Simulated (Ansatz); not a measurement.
## Relaxation of Cu

Theory: Ansatz, DFT r2SCAN, scalar-relativistic, plane waves, PAW. Settings: 500 eV cutoff, 18×18×10 k-mesh, Gaussian smearing of 0.10 eV, no spin polarisation.

What was changed in Ag: Ag → Cu on all its sites, cell and atoms relaxed.

Command:

```bash
ansatz run input.yaml --threads 1 --pin off --max-ram 2560MiB --backend cpu --events-out ev --progress --plain --runs-dir out
```

Input:

```yaml
crystal:
  lattice:
    - [2.5340000555, 0.0, 0.0]
    - [-1.2670000278, 2.1945084213, 0.0]
    - [0.0, 0.0, 4.1221525351]
  atoms:
    - { symbol: Cu, position: [0.3333333333, 0.6666666667, 0.25] }
    - { symbol: Cu, position: [0.6666666667, 0.3333333333, 0.75] }
basis:
  ecutwfc: 500
kpoints:
  mp_grid: { grid: [18, 18, 10] }
hamiltonian:
  xc: r2scan
scf:
  occupations: { method: gaussian, width: 0.1 }
output:
  forces: true
  stress: true
  eigenvalues: true
relax:
  adjacent_minimum: "off"
  f_tol: 0.01
  max_steps: 60
  cell: { stress_tol: 0.1 }
```

F is the free energy. Steps run on the plane waves of an earlier cell, but the last one, and at times one on the way, on a freshly chosen basis, so a repeated geometry can differ a little in energy.

Steps:

| step | F − F(1) (eV) | largest force component (eV/Å) | V (Å³/atom) | P (GPa) |
| --- | --- | --- | --- | --- |
| 1 | 0.0000 | 0.000 | 11.461 | -0.10 |
| 2 | -0.0001 | 0.000 | 11.458 | -0.05 |
| 3 | -0.0001 | 0.000 | 11.456 | -0.02 |
| 4 | -0.0001 | 0.000 | 11.456 | -0.02 |

Relaxed structure:

```yaml
crystal:
  lattice:
    - [2.53084, 0.00000, 0.00000]
    - [-1.26542, 2.19177, 0.00000]
    - [0.00000, 0.00000, 4.13039]
  atoms:
    - { symbol: Cu, position: [0.33333, 0.66667, 0.25000] }
    - { symbol: Cu, position: [0.66667, 0.33333, 0.75000] }
```

The structure is hexagonal, space group P6_3/mmc (No. 194). The conventional cell has a = 2.531 Å, b = 2.531 Å, c = 4.130 Å, α = 90.00°, β = 90.00°, γ = 120.00°. Around Cu (site symmetry -6m2) lie 12 Cu at 2.53 Å.

The run converged. The run took 19 s on 1 thread of AMD EPYC 9R45 96-Core Processor (Zen 5), on a shared host, peak memory 0.53 GiB.